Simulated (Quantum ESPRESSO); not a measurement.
The system is BeS.

```
S Be
1.0
     0.00000    2.42500    2.42500
     2.42500    0.00000    2.42500
     2.42500    2.42500    0.00000
S Be
1 1
Direct
  0.75000 0.75000 0.75000
  0.00000 0.00000 0.00000
```

Base run:

| Property | Result |
| --- | --- |
| Program | Quantum ESPRESSO 7.5 |
| Functional | PBEsol |
| Potentials or basis | GBRV 1.5 PBEsol |
| Cutoff | 612 eV |
| Density cutoff | 4898 eV |
| k mesh | 6 × 6 × 6, shifted |
| Occupations | fermi-dirac, width 0.05 eV |
| Spin | no spin polarisation |

Its results: pressure -0.7 GPa; electronic dielectric tensor (diagonal) 5.37.

**Question.** After a change of settings the same cell gave: pressure 0.1 GPa; electronic dielectric tensor (diagonal) 5.35. Which change was it?
A. functional from PBEsol to AM05; potentials or basis from GBRV 1.5 PBEsol to GBRV 1.5 PBE
B. functional from PBEsol to PBE; potentials or basis from GBRV 1.5 PBEsol to GBRV 1.5 PBE
C. functional from PBEsol to BLYP; potentials or basis from GBRV 1.5 PBEsol to GBRV 1.5 PBE
D. functional from PBEsol to LDA; potentials or basis from GBRV 1.5 PBEsol to GBRV 1.5 LDA

**Answer.** A.

Caveats: the potentials were made for another functional, which shifts forces and pressure (some runs).
